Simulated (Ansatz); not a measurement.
**Volumes and bulk moduli along the 3d metals**

All numbers below come from Ansatz, DFT, PBEsol, plane waves (420 eV) with PAW, scalar-relativistic. (PAW data from PBE, frozen cores regenerated.)

Each structure is relaxed within its symmetry, in the lowest magnetic state of the tried starts. B₀ comes from uniform scaling at fixed shape; a dash is a value not given.

| element | structure | V (Å³/atom) | B₀ (GPa) | magnetic state |
| --- | --- | --- | --- | --- |
| Sc | ? | ? | ? | ? |
| Ti | hcp | 16.73 | 119 | non-magnetic |
| V | bcc | 12.96 | 197 | spin not included |
| Cr | bcc | 11.17 | - | non-magnetic |
| Mn | alpha-Mn (A12) | 10.54 | - | ferrimagnetic, largest moment 2.42 μB in the atomic sphere |
| Fe | bcc | 10.84 | 224 | ferromagnetic, net 2.10 μB per atom |
| Co | hcp | 10.34 | 245 | ferromagnetic, net 1.57 μB per atom |
| Ni | fcc | 10.39 | 229 | ferromagnetic, net 0.62 μB per atom |
| Cu | fcc | 11.31 | 168 | spin not included |
| Zn | hcp | 14.15 | 93 | spin not included |

(1) Fill in the row of Sc.

## Answers

(1) structure: hcp; V (Å³/atom): 23.72; B₀ (GPa): 57; magnetic state: spin not included.
